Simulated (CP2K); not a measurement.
Runs of CP2K 2026.2 on MnO. It takes space group Fm-3m (No. 225, cubic). The conventional cell has a = 4.448 Å, b = 4.448 Å, c = 4.448 Å, α = 90.00°, β = 90.00°, γ = 90.00°. Mn (site symmetry m-3m) has 6 O at 2.22 Å as nearest neighbours. O (site symmetry m-3m) is surrounded by 6 Mn at 2.22 Å. The cell is a database's computed one.

| task | level | potentials or basis | smearing | EPS_DEFAULT | MIXING METHOD | MIXING ALPHA | NBUFFER | NGRIDS | gap on the mesh (eV) | pressure (GPa) | moment (μB) | V0 of scaled cells (Å³/atom) | B0 (GPa) |
| --- | --- | --- | --- | --- | --- | --- | --- | --- | --- | --- | --- | --- | --- |
| band structure | LDA | GTH_POTENTIALS Mn GTH-PADE-q15, O GTH-PADE-q6; TZVP-MOLOPT-PBE-GTH basis | fermi-dirac 0.05 eV | 1.0E-9 | BROYDEN_MIXING | 0.2 | 10 | 5 | none | -12.8 | 4.80 | - | - |
| equation of state | PBEsol | GTH_POTENTIALS Mn GTH-PBE-q15; POTENTIAL_UZH O GTH-PBE-q6; TZVP-MOLOPT-SR-GTH, TZVP-MOLOPT-PBE-GTH basis | fermi-dirac 0.05 eV | 1.0E-10 | PULAY_MIXING | 0.4 | 6 | 5 | - | - | - | 10.58 | 137 |
| single point | PBEsol | GTH_POTENTIALS Mn GTH-PBE-q15; POTENTIAL_UZH O GTH-PBE-q6; TZVP-MOLOPT-SR-GTH, TZVP-MOLOPT-PBE-GTH basis | fermi-dirac 0.05 eV | 1.0E-10 | PULAY_MIXING | 0.4 | 6 | 4 | none | -5.2 | (a) | - | - |
| equation of state | PBEsol | GTH_POTENTIALS Mn GTH-PBE-q15; POTENTIAL_UZH O GTH-PBE-q6; TZVP-MOLOPT-SR-GTH, TZVP-MOLOPT-PBE-GTH basis | fermi-dirac 0.05 eV | 1.0E-9 | PULAY_MIXING | 0.4 | 6 | 4 | - | - | - | 10.58 | 137 |
| band structure | PBEsol | POTENTIAL_UZH Mn GTH-PBE-q15, O GTH-PBE-q6; TZVP-MOLOPT-PBE-GTH basis | fermi-dirac 0.1 eV | 1.0E-9 | BROYDEN_MIXING | 0.2 | 10 | 4 | none | -4.2 | 4.81 | - | - |
| equation of state | PBE | POTENTIAL_UZH Mn GTH-PBE-q15, O GTH-PBE-q6; TZVP-MOLOPT-PBE-GTH basis | fermi-dirac 0.05 eV | 1.0E-10 | BROYDEN_MIXING | 0.2 | 10 | 5 | - | - | - | (b) | 112 |
| equation of state | PBE | GTH_POTENTIALS Mn GTH-PBE-q15; POTENTIAL_UZH O GTH-PBE-q6; TZVP-MOLOPT-SR-GTH, TZVP-MOLOPT-PBE-GTH basis | fermi-dirac 0.05 eV | 1.0E-10 | PULAY_MIXING | 0.4 | 6 | 5 | - | - | - | 11.18 | 115 |
| band structure | r2SCAN | POTENTIAL_UZH Mn GTH-SCAN-q15, O GTH-SCAN-q6; TZVP-MOLOPT-SR-GTH, TZVP-MOLOPT-SCAN-GTH basis | fermi-dirac 0.05 eV | 1.0E-9 | PULAY_MIXING | 0.4 | 6 | 5 | none | 0.6 | 5.00 | - | - |

Alike in all rows: spin collinear, ferromagnetic start; cell as given; k mesh 10 × 10 × 10.

Problem. Estimate the missing entries.

Solution. (a) 4.82; (b) 11.28.

Caveats: the basis of atomic orbitals isn't converged, which shifts pressures, moduli and gaps; a cell with one magnetic atom can't hold antiferromagnetic order, which such compounds often take (some runs); semilocal functionals often make such compounds metallic where correlation or magnetic order opens a gap, which also shifts bond lengths (some runs); the potentials were made for another functional, which shifts forces and pressure (some runs).

A k mesh can miss the band edges.

A gap of «none» marks a metal or a gap under the smearing width.

Not every run made on this cell is shown here.
